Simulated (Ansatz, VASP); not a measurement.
# Ge in VASP and in Ansatz

```
Ge
1.0
     0.00000    2.16131    2.16131
     2.16131    0.00000    2.16131
     2.16131    2.16131    0.00000
Ge
1
Cartesian
  0.0000 0.0000 0.0000
```

Change from the starting cell: strain +0.030 along x and y, +0.030 along z, atoms carried along.

Alike in both runs: task single point; functional PBE; dispersion D3(BJ); k mesh 20 × 20 × 20; occupations gaussian, width 0.15 eV; no spin polarisation.

|  | VASP | Ansatz |
| --- | --- | --- |
| version | VASP 6.6.1 | Ansatz 0.2.0 |
| potentials or method | VASP PAW PBE potentials, release 64 (Ge_d) | scalar-relativistic, plane waves, PAW |
| plane-wave cutoff (eV) | 520 | 420 |
| valence electrons in the cell | 14 | 14 |

|  | VASP | Ansatz | Ansatz less VASP |
| --- | --- | --- | --- |
| gap on the k mesh at the Fermi level (eV) | none | none | - |
| pressure (GPa) | -2.0 | -1.9 | +0.09 |

A gap of «none» marks a metal or a gap that the smearing closes. Ansatz warned: «dispersion_switch_in_reach».

Caveats: pairwise dispersion overbinds metals, which lowers pressure and volume.
